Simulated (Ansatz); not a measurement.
# V₂O₅ — ¹⁷O NMR of the central transition

Cell: a refined structure from the COD, taken as it stands.

Space group Pmmn:1 (No. 59); a = 3.5640, b = 11.5120, c = 4.3680 Å.

```
site  Wyckoff  site symmetry       x       y       z
   V       4e            m..  0.0000  0.8512  0.1083
  O5       4e            m..  0.0000  0.8543  0.4690
  O9       4e            m..  0.0000  0.6811  0.9970
 O13       2a            mm2  0.0000  0.0000  0.9990
```

One atom of each set is listed.

Level of theory: DFT, PBE, plane waves and PAW (field gradients read without the response of the frozen cores, which leaves them typically 4 to 6 % off), scalar-relativistic, 420 eV cutoff, Γ-centred 7×2×6 k-points, Fermi–Dirac smearing 0.02 eV (Ansatz 0.2.0).

¹⁷O has I = 5/2 and Q = -25.58 mb (Pyykkö 2018); at 16.4 T its Larmor frequency is ν₀ = 94.7 MHz. Only the quadrupole interaction is simulated: positions count from each site's isotropic chemical shift, and J coupling is left out, as are shift anisotropy and dipolar coupling, which fast spinning averages.

Problem. Give C_Q, η, the quadrupolar product P_Q = |C_Q|(1 + η²/3)^½, the second-order isotropic shift and the breadth of the pattern (fast magic-angle spinning) for each O site.

Solution. 

```csv
site,first shell,C_Q (MHz),η,P_Q (MHz),δ_QIS (ppm),breadth (kHz)
O5,1 V at 1.58 Å,0.728,0.76,0.795,-0.423,0.0913
O9,3 V at 1.88–2.02 Å,3.28,0.69,3.53,-8.33,1.81
O13,"2 V at 1.78 Å, angle 149°",3.86,0.01,3.86,-9.96,2.03
```

δ_QIS = −(ν_Q²/30ν₀²)[I(I+1) − 3/4](1 + η²/3) × 10⁶ ppm with ν_Q = 3|C_Q|/[2I(2I−1)]; it falls as 1/B₀² in ppm, and the breadth as 1/B₀ in kHz.

At O13 V_zz points along the bisector of its two bonds (within 1°).

At this cell the principal stresses reach 5 GPa in size with PBE, which can matter for small gradients. The largest force is 0.4 eV/Å, so the atoms aren't at the calculated equilibrium and relaxing them would move these values.

Hardware: 1 thread of Intel Xeon Platinum 8488C (Sapphire Rapids) (x86_64; 16 cores open to the job, memory cap 3.0 GiB, no GPU), a shared host with a load of 0.2 a core. Wall time 22 s, CPU time 22 s, peak memory 0.65 GiB.
